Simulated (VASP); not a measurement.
# Al2O3 (Corundum): O into a neighbouring O vacancy, part 2 of 6

How hard is this move in Al2O3 (Corundum): O into a neighbouring O vacancy? Both ends are relaxed first, then a band of images between them. The start is a cell from a database of measured crystal structures.

VASP 6.6.1; PBEsol; plane waves and PAW (Al, O).

So far. Step 2 (Relax the host): The run ended after 5 ionic steps, 0.005 eV below its first step, once forces and stress met EDIFFG = -0.03.

## 3. Relax the start

System of this step: Al16O23 (Corundum). The cell holds 39 atoms: 16 Al and 23 O. Cell: a = 7.015 Å, b = 7.015 Å, c = 7.015 Å, α = 85.8°, β = 85.8°, γ = 85.8°. It derives from Al2O3 (Corundum). Nearest the centre at fractional (0.674, 0.326, 0.250): O22 at 1.26 Å, Al8 at 1.50 Å, Al4 at 1.52 Å, O25 at 2.21 Å, Al13 at 2.29 Å, Al10 at 2.31 Å, O32 at 2.32 Å, O31 at 2.37 Å. The cell carries charge +2.

A path needs two true minima; the start is relaxed with symmetry off.

This cell carries charge +2, set by NELECT and balanced by a uniform background.

Input file INCAR:

```
SYSTEM = Al16O23
PREC = Normal
ENCUT = 400
EDIFF = 1E-05
NELM = 120
ISMEAR = 0
SIGMA = 0.05
LREAL = Auto
ALGO = Fast
GGA = PS
NELECT = 184
NBANDS = 120
LORBIT = 11
LWAVE = .FALSE.
LCHARG = .FALSE.
KPAR = 6
IBRION = 2
NSW = 60
ISIF = 2
EDIFFG = -0.05
POTIM = 0.4
MAXMIX = 40
ISYM = 0
```

Input file POSCAR:

```
Al16O23
1.0
   -4.7740184546     -2.7562808399      4.3379423294
    4.7740184546     -2.7562808399      4.3379423294
    0.0000000000      5.5125616797      4.3379423294
Al O
16 23
Direct
    0.8508429763      0.8522907469      0.8545477558
    0.3543734547      0.3489140823      0.8549284696
    0.3530349132      0.8507854320      0.3540185140
    0.8522423880      0.3534746099      0.3529616170
    0.6489460436      0.6458607850      0.6468123644
    0.1461954518      0.1487042239      0.6475939528
    0.1499087238      0.6466330412      0.1473377692
    0.6485068023      0.1473522073      0.1526244684
    0.1556422271      0.1442842380      0.1431097464
    0.6489072969      0.6471385965      0.1487980600
    0.6442756742      0.1531480268      0.6446773532
    0.1439053138      0.6524631844      0.6505305376
    0.3553798219      0.3532264730      0.3483238033
    0.8522586279      0.8527153253      0.3480340485
    0.8531950963      0.3528932806      0.8496165565
    0.3510315436      0.8514315548      0.8513606588
    0.0952524780      0.7506590546      0.4055677324
    0.0971393043      0.2466306196      0.9039181966
    0.5979408387      0.7545431063      0.9017321885
    0.2510698030      0.4039049127      0.5935780567
    0.7480473176      0.9011931330      0.5962311898
    0.7513608999      0.3996408969      0.0968462630
    0.2460542604      0.8999600366      0.0963840004
    0.4004480176      0.5956754120      0.2525048287
    0.9040973230      0.0948622181      0.2522089693
    0.8991827732      0.5970976098      0.7468877222
    0.4048803037      0.0985811062      0.7501132059
    0.4026490887      0.7505411207      0.5912995141
    0.8992618915      0.2500452244      0.5977410545
    0.9031023573      0.7501788011      0.0988784109
    0.4006278049      0.2513795215      0.0975554693
    0.7458062560      0.5918026903      0.4020135332
    0.2480600137      0.0945599767      0.4008084657
    0.2514159259      0.5998910339      0.9026693256
    0.7513269793      0.0978816687      0.9064108072
    0.5950105416      0.4024530897      0.7455546316
    0.0924844612      0.9056683131      0.7486726104
    0.0983197467      0.4047624138      0.2508466251
    0.5958949558      0.9018754172      0.2489350710
```

Input file KPOINTS:

```
Automatic mesh
0
Gamma
2 2 2
0 0 0
```

PAW data sets: Al and O (PBE family, release 64).

The run is started by

```
mpirun -np 6 vasp_std
```

Log:

```text
[banner, memory and clock lines left out]
running    6 mpi-ranks, on    1 nodes
 distrk:  each k-point on    1 cores,    6 groups
 distr:  one band on    1 cores,    1 groups

 POSCAR found type information on POSCAR AlO
 POSCAR found :  2 types and      39 ions
 [... a notice as in an earlier step ...]

 [... a notice as in an earlier step ...]

 LDA part: xc-table for (Slater+PW92), standard interpolation
 POSCAR, INCAR and KPOINTS ok, starting setup
 FFT: planning ... GRIDC
 FFT: planning ... GRID_SOFT
 FFT: planning ... GRID
 WAVECAR not read
 entering main loop
       N       E                     dE             d eps       ncg     rms          rms(c)
DAV:   1     0.799418574771E+03    0.79942E+03   -0.83185E+04  1928   0.118E+03
DAV:   2    -0.288604199353E+03   -0.10880E+04   -0.10589E+04  2264   0.287E+02
DAV:   3    -0.345807747977E+03   -0.57204E+02   -0.56967E+02  2344   0.710E+01
DAV:   4    -0.346367160435E+03   -0.55941E+00   -0.55820E+00  2328   0.765E+00
DAV:   5    -0.346375360373E+03   -0.81999E-02   -0.81943E-02  2312   0.881E-01BRMIX: very serious problems
 the old and the new charge density differ
 old charge density:   186.00000 new  184.00004
BRMIX: very serious problems
 the old and the new charge density differ
 old charge density:   186.00000 new  184.00004
BRMIX: very serious problems
 the old and the new charge density differ
 old charge density:   186.00000 new  184.00004
BRMIX: very serious problems
 the old and the new charge density differ
 old charge density:   186.00000 new  184.00004
BRMIX: very serious problems
 the old and the new charge density differ
 old charge density:   186.00000 new  184.00004
BRMIX: very serious problems
 the old and the new charge density differ
 old charge density:   186.00000 new  184.00004
    0.315E+01
RMM:   6    -0.317863683679E+03    0.28512E+02   -0.98373E+01  1920   0.249E+01    0.107E+01
RMM:   7    -0.317698548646E+03    0.16514E+00   -0.92056E+00  1920   0.698E+00    0.687E+00
RMM:   8    -0.317484694796E+03    0.21385E+00   -0.10777E+00  1920   0.363E+00    0.104E+00
RMM:   9    -0.317483417381E+03    0.12774E-02   -0.15549E-01  1921   0.110E+00    0.529E-01
RMM:  10    -0.317486376530E+03   -0.29591E-02   -0.84348E-02  1920   0.736E-01    0.392E-01
RMM:  11    -0.317485048914E+03    0.13276E-02   -0.11757E-02  1920   0.298E-01    0.955E-02
RMM:  12    -0.317485066551E+03   -0.17637E-04   -0.24982E-03  1954   0.120E-01    0.771E-02
RMM:  13    -0.317485067113E+03   -0.56196E-06   -0.89793E-04  1920   0.818E-02    0.237E-02
RMM:  14    -0.317485066106E+03    0.10071E-05   -0.16484E-04  1875   0.311E-02    0.920E-03
RMM:  15    -0.317485068464E+03   -0.23575E-05   -0.39361E-05  1447   0.134E-02
   1 F= -.31748507E+03 E0= -.31748505E+03  d E =-.317485E+03
 curvature:   0.00 expect dE= 0.000E+00 dE for cont linesearch  0.000E+00
 trial: gam= 0.00000 g(F)=  0.503E+01 g(S)=  0.000E+00 ort = 0.000E+00 (trialstep = 0.100E+01)
 search vector abs. value=  0.503E+01
 bond charge predicted
       N       E                     dE             d eps       ncg     rms          rms(c)
DAV:   1    -0.319421101266E+03   -0.19360E+01   -0.27479E+02  1928   0.558E+01    0.313E+00
RMM:   2    -0.319934863527E+03   -0.51376E+00   -0.77716E+00  1920   0.871E+00    0.249E+00
RMM:   3    -0.319889570492E+03    0.45293E-01   -0.52911E-01  1920   0.242E+00    0.190E+00
RMM:   4    -0.319827245729E+03    0.62325E-01   -0.41835E-01  1920   0.177E+00    0.260E+00
RMM:   5    -0.319823711453E+03    0.35343E-02   -0.35376E-02  1920   0.576E-01    0.407E-01
RMM:   6    -0.319824533083E+03   -0.82163E-03   -0.21277E-02  1920   0.380E-01    0.379E-01
RMM:   7    -0.319823532666E+03    0.10004E-02   -0.60717E-03  1920   0.212E-01    0.134E-01
RMM:   8    -0.319823736778E+03   -0.20411E-03   -0.23600E-03  1920   0.130E-01    0.814E-02
RMM:   9    -0.319823575270E+03    0.16151E-03   -0.55919E-04  1920   0.646E-02    0.153E-02
RMM:  10    -0.319823585875E+03   -0.10604E-04   -0.12477E-04  1797   0.294E-02    0.163E-02
RMM:  11    -0.319823582095E+03    0.37794E-05   -0.15014E-05  1189   0.110E-02
   2 F= -.31982358E+03 E0= -.31982358E+03  d E =-.233851E+01
[... from here on, the cycles between the ionic steps are left out ...]
   3 F= -.31987199E+03 E0= -.31987199E+03  d E =-.238692E+01
   4 F= -.32018038E+03 E0= -.32018038E+03  d E =-.308386E+00
   5 F= -.32018852E+03 E0= -.32018852E+03  d E =-.316527E+00
   6 F= -.32031741E+03 E0= -.32031741E+03  d E =-.128892E+00
   7 F= -.32032436E+03 E0= -.32032436E+03  d E =-.135840E+00
   8 F= -.32037433E+03 E0= -.32037433E+03  d E =-.499735E-01
   9 F= -.32037661E+03 E0= -.32037661E+03  d E =-.522509E-01
  10 F= -.32039250E+03 E0= -.32039250E+03  d E =-.158892E-01
  11 F= -.32039272E+03 E0= -.32039272E+03  d E =-.161103E-01
  12 F= -.32039994E+03 E0= -.32039994E+03  d E =-.721840E-02
  13 F= -.32040001E+03 E0= -.32040001E+03  d E =-.728997E-02
  14 F= -.32040305E+03 E0= -.32040305E+03  d E =-.304330E-02
  15 F= -.32040308E+03 E0= -.32040308E+03  d E =-.306906E-02
 curvature:  -1.02 expect dE=-0.173E-02 dE for cont linesearch -0.405E-07
 trial: gam= 0.35846 g(F)=  0.170E-02 g(S)=  0.000E+00 ort =-0.180E-04 (trialstep = 0.113E+01)
 search vector abs. value=  0.274E-02
 bond charge predicted
       N       E                     dE             d eps       ncg     rms          rms(c)
DAV:   1    -0.320403501743E+03   -0.42475E-03   -0.47774E-01  1984   0.231E+00    0.105E-01
RMM:   2    -0.320404356923E+03   -0.85518E-03   -0.99463E-03  1920   0.314E-01    0.839E-02
RMM:   3    -0.320404313193E+03    0.43730E-04   -0.73064E-04  1920   0.898E-02    0.491E-02
RMM:   4    -0.320404289589E+03    0.23604E-04   -0.15105E-04  1912   0.361E-02    0.360E-02
RMM:   5    -0.320404285480E+03    0.41086E-05   -0.63043E-05  1720   0.212E-02
  16 F= -.32040429E+03 E0= -.32040429E+03  d E =-.120751E-02
 trial-energy change:   -0.001208  1 .order   -0.001186   -0.001915   -0.000456
 step:   1.4843(harm=  1.4843)  dis= 0.00323  next Energy=  -320.404335 (dE=-0.126E-02)
 reached required accuracy - stopping structural energy minimisation
```

The job ended after 2.7 min (6 MPI ranks of Intel Xeon 6975P-C (Granite Rapids), shared host; peak memory 2.1 GiB).

Parts of OUTCAR (step 3):

```text
NELECT = 184

 ion  position               nearest neighbor table
   1  0.851  0.852  0.855-  37 1.85  30 1.86  35 1.86  19 1.95  26 1.99  21 2.00   5 2.67  12 2.77
                            10 2.79  11 2.85   8 3.23   7 3.23   6 3.24
   2  0.354  0.349  0.855-  31 1.83  36 1.85  34 1.90  27 1.95  18 1.99  20 2.02   6 2.67   9 2.75
                            11 2.76  12 2.86   7 3.22   8 3.22   5 3.24
   3  0.353  0.851  0.354-  28 1.81  33 1.85  39 1.85  24 1.97  17 1.99  23 2.00   7 2.66   9 2.79
                            12 2.80  10 2.80   5 3.22   8 3.22   6 3.23
   4  0.852  0.353  0.353-  32 1.83  29 1.86  38 1.87  22 1.98  25 1.99   8 2.65  11 2.78  10 2.79
                             9 2.87   5 3.20   6 3.22   7 3.23
   5  0.649  0.646  0.647-  36 1.85  32 1.85  28 1.88  26 1.94  21 1.97  19 1.99   1 2.67  15 2.78
                            16 2.82  14 2.82   4 3.20   3 3.22   2 3.24
   6  0.146  0.149  0.648-  37 1.85  29 1.87  33 1.88  18 1.97  20 1.99  27 2.00   2 2.67  15 2.78
                            16 2.81  13 2.83   4 3.22   3 3.23   1 3.24
   7  0.150  0.647  0.147-  38 1.85  34 1.85  30 1.87  23 1.95  24 1.95  17 2.00   3 2.66  13 2.78
                            16 2.79  14 2.80   2 3.22   4 3.23   1 3.23
   8  0.649  0.147  0.153-  39 1.86  35 1.87  31 1.89  22 1.96  25 1.97   4 2.65  14 2.76  13 2.76
                            15 2.84   2 3.22   3 3.22   1 3.23
   9  0.156  0.144  0.143-  23 1.83  18 1.84  25 1.92  31 1.92  33 1.96  38 2.03  13 2.66   2 2.75
                             3 2.79   4 2.87  16 3.17  14 3.25  15 3.26
  10  0.649  0.647  0.149-  22 1.88  19 1.89  24 1.89  32 1.95  39 1.97  30 1.97  14 2.64   4 2.79
                             1 2.79   3 2.80  13 3.20  15 3.24  16 3.25
  11  0.644  0.153  0.645-  27 1.84  21 1.91  36 1.93  29 1.96  35 2.03  15 2.66   2 2.76   4 2.78
                             1 2.85  13 3.19  16 3.25  14 3.26
  12  0.144  0.652  0.651-  17 1.85  26 1.86  20 1.91  37 1.95  34 1.97  28 1.99  16 2.63   1 2.77
                             3 2.80   2 2.86  15 3.21  14 3.23  13 3.29
  13  0.355  0.353  0.348-  24 1.82  20 1.87  31 1.94  38 1.97  33 2.01   9 2.66   8 2.76   7 2.78
                             6 2.83  11 3.19  10 3.20  12 3.29
  14  0.852  0.853  0.348-  25 1.83  17 1.86  21 1.88  30 1.94  39 1.97  32 2.03  10 2.64   8 2.76
                             7 2.80   5 2.82  12 3.23   9 3.25  11 3.26
  15  0.853  0.353  0.850-  26 1.85  22 1.87  18 1.87  29 1.95  35 1.98  36 2.00  11 2.66   6 2.78
                             5 2.78   8 2.84  12 3.21  10 3.24   9 3.26
  16  0.351  0.851  0.851-  19 1.86  23 1.86  27 1.88  34 1.94  37 2.00  28 2.00  12 2.63   7 2.79
                             6 2.81   5 2.82   9 3.17  10 3.25  11 3.25
  17  0.095  0.751  0.406-  12 1.85  14 1.86   3 1.99   7 2.00
  18  0.097  0.247  0.904-   9 1.84  15 1.87   6 1.97   2 1.99
  19  0.598  0.755  0.902-  16 1.86  10 1.89   1 1.95   5 1.99
  20  0.251  0.404  0.594-  13 1.87  12 1.91   6 1.99   2 2.02
  21  0.748  0.901  0.596-  14 1.88  11 1.91   5 1.97   1 2.00
  22  0.751  0.400  0.097-  15 1.87  10 1.88   8 1.96   4 1.98
  23  0.246  0.900  0.096-   9 1.83  16 1.86   7 1.95   3 2.00
[...]
38  0.098  0.405  0.251-   7 1.85   4 1.87  13 1.97   9 2.03
  39  0.596  0.902  0.249-   3 1.85   8 1.86  10 1.97  14 1.97

 Found      8 irreducible k-points:

   k-points           NKPTS =      8   k-points in BZ     NKDIM =      8   number of bands    NBANDS=    120

   dimension x,y,z NGX =    36 NGY =   36 NGZ =   36
   dimension x,y,z NGXF=    72 NGYF=   72 NGZF=   72

   ENCUT  =  400.0 eV  29.40 Ry    5.42 a.u.  11.44 11.44 11.44*2*pi/ulx,y,z

 E-fermi :   6.1007

 k-point     1 :       0.0000    0.0000    0.0000
  band No.  band energies     occupation
    ...
     88       5.5291      2.00000
     89       5.5302      2.00000
     90       5.6811      2.00000
     91       5.6987      2.00000
     92       5.7784      2.00000
     93       8.9297      0.00000
     94      12.4829      0.00000
     95      13.2764      0.00000
     96      13.8242      0.00000
     97      14.1941      0.00000
    ...

 k-point     2 :       0.5000    0.0000    0.0000
  band No.  band energies     occupation
    ...
     88       5.3309      2.00000
     89       5.4604      2.00000
     90       5.5307      2.00000
     91       5.5802      2.00000
     92       5.6759      2.00000
     93       9.3452      0.00000
     94      12.5389      0.00000
     95      13.4255      0.00000
     96      13.7695      0.00000
     97      14.1444      0.00000
    ...

  Total      -32.1573006    -31.6563257    -35.1726054      0.4291248      1.3865614     -2.4188850
  in kB     -150.4345474   -148.0909450   -164.5403961      2.0074820      6.4864506    -11.3157468
  external PRESSURE =    -154.3552962 kB  Pullay stress =       0.0000000 kB

  energy-cutoff  :      400.00
  volume of cell :      342.49
      direct lattice vectors                 reciprocal lattice vectors
    -4.774018455 -2.756280840  4.337942329    -0.104733571 -0.060467955  0.076841347
     4.774018455 -2.756280840  4.337942329     0.104733571 -0.060467955  0.076841347
     0.000000000  5.512561680  4.337942329     0.000000000  0.120935911  0.076841347

 POSITION                                       TOTAL-FORCE (eV/Angst)
 -----------------------------------------------------------------------------------
     -0.08273      0.01700     11.06648         0.001840     -0.010680      0.017025
      0.01455      2.75415      6.75613        -0.012895      0.005186      0.006147
      2.40160     -1.36953      6.76589        -0.000092      0.004077     -0.002705
     -2.42812     -1.48231      6.85782        -0.000481     -0.000432      0.022782
      0.00349      0.01636      8.40868        -0.003834     -0.012842      0.008152
     -0.00682      2.76585      4.08224         0.006988      0.001603     -0.014513
      2.44538     -1.44204      4.10827        -0.001794     -0.004719     -0.012890
     -2.45445     -1.46723      3.97965         0.001943     -0.017572     -0.020632
     -0.01092     -0.00224      1.86302         0.004574      0.002378      0.001103
      0.01308     -2.73606      6.24830        -0.010701      0.000278      0.000975
     -2.49698      1.55456      6.37845         0.000817      0.003330      0.008211
      2.38528      1.35361      6.27047         0.002297      0.009925      0.002251
      0.20926     -0.00857      4.45892         0.015940      0.007807     -0.014235
      0.01378     -2.73671      8.92673        -0.004896      0.005086     -0.000853
     -2.38102      1.36552      8.97354         0.001296      0.003949      0.001229
      2.36972      1.36332      8.90429         0.004943      0.005680     -0.002331
      3.13539     -0.12496      5.41787         0.002595      0.003526     -0.015469
      0.72157      4.00398      5.41845         0.006816      0.001200      0.004000
      0.71361      1.27357      9.75669         0.003939      0.005225      0.019909
      0.73038      1.46966      5.39245        -0.026034     -0.021211      0.016413
      0.73839     -1.25241      9.74897        -0.030875     -0.007219     -0.010791
     -1.65126     -2.53371      5.40034         0.007408      0.008230      0.006788
      3.12124     -2.65422      5.42158         0.000657     -0.014394     -0.015160
      0.93519     -1.36602      5.42676         0.012313     -0.032159      0.001900
     -3.75331     -1.31941      5.43743         0.005154      0.001814     -0.010857
     -1.46997     -0.00445      9.75336        -0.015333      0.005108      0.016680
     -1.47773      2.74438      5.44523         0.003974     -0.030575     -0.020739
      1.65675      0.11063      7.58711        -0.002333     -0.010999      0.002863
     -3.07944      0.10225      7.52943        -0.016344     -0.003007      0.005400
     -0.71212     -3.99259      7.58746         0.012654      0.018331     -0.000476
     -0.75650     -1.23913      3.30775         0.007883     -0.012114     -0.000936
     -0.73608     -1.44913      7.53633         0.020314      0.012634     -0.003895
     -0.70842      1.22767      3.29214        -0.004134     -0.004815     -0.021193
      1.65607      2.63005      7.58696         0.006733     -0.007093     -0.001506
     -3.22149      2.61668      7.63196         0.003509      0.035859      0.008734
     -0.96709      1.37738      7.54554        -0.002784     -0.003145      0.018976
      3.83894      1.36902      7.58843        -0.009958      0.007401      0.001614
      1.49264     -0.10450      3.20535         0.006733      0.016271      0.001810
      1.50257     -2.74195      7.63934         0.001168      0.028077     -0.003782
 -----------------------------------------------------------------------------------
    total drift:                                0.028989      0.025757     -0.008527

  FREE ENERGIE OF THE ION-ELECTRON SYSTEM (eV)
  ---------------------------------------------------
  free  energy   TOTEN  =      -320.4042854803 eV

  energy  without entropy=     -320.4042854803  energy(sigma->0) =     -320.40428548

 total charge
# of ion       s       p       d       tot
------------------------------------------
    1        0.309   0.402   0.000   0.711
    2        0.304   0.382   0.000   0.686
    3        0.305   0.389   0.000   0.693
    4        0.327   0.413   0.000   0.740
    5        0.305   0.389   0.000   0.693
    6        0.304   0.383   0.000   0.686
    7        0.309   0.402   0.000   0.711
    8        0.327   0.413   0.000   0.740
    9        0.305   0.380   0.000   0.686
   10        0.305   0.388   0.000   0.693
   11        0.329   0.412   0.000   0.741
   12        0.306   0.393   0.000   0.699
   13        0.329   0.412   0.000   0.741
   14        0.305   0.388   0.000   0.693
   15        0.305   0.380   0.000   0.686
   16        0.306   0.393   0.000   0.699
   17        1.566   3.619   0.000   5.185
   18        1.566   3.627   0.000   5.193
   19        1.566   3.619   0.000   5.185
   20        1.568   3.610   0.000   5.178
   21        1.568   3.623   0.000   5.190
   22        1.568   3.597   0.000   5.164
   23        1.567   3.632   0.000   5.199
   24        1.568   3.623   0.000   5.190
   25        1.568   3.597   0.000   5.165
   26        1.567   3.632   0.000   5.199
   27        1.568   3.611   0.000   5.178
   28        1.566   3.635   0.000   5.201
   29        1.568   3.593   0.000   5.161
   30        1.567   3.631   0.000   5.197
   31        1.568   3.593   0.000   5.161
   32        1.567   3.615   0.000   5.183
   33        1.568   3.604   0.000   5.172
   34        1.566   3.630   0.000   5.196
   35        1.572   3.678   0.000   5.250
   36        1.568   3.604   0.000   5.172
   37        1.566   3.630   0.000   5.196
   38        1.572   3.678   0.000   5.250
   39        1.567   3.616   0.000   5.183
--------------------------------------------------
tot         41.035  89.613   0.000 130.648

[... 1 part as in an earlier step ...]

[... 6 further parts left out ...]
```

(Continued in part 3 of 6.)

[Lines on the potential files, build, host, timing and source positions are cut from VASP's logs without a mark.]

[Logs are printed without paths, hosts, clocks, repeated set-up lines and the standing remarks that a program may print on its own settings, such as how far it seeks lower states.]

[Hosts, paths, dates, database ids (printed as entryN), source tags and the programs' standing remarks are cut or masked in the printed files.]

[Runs that stopped without an error message from VASP are left out.]
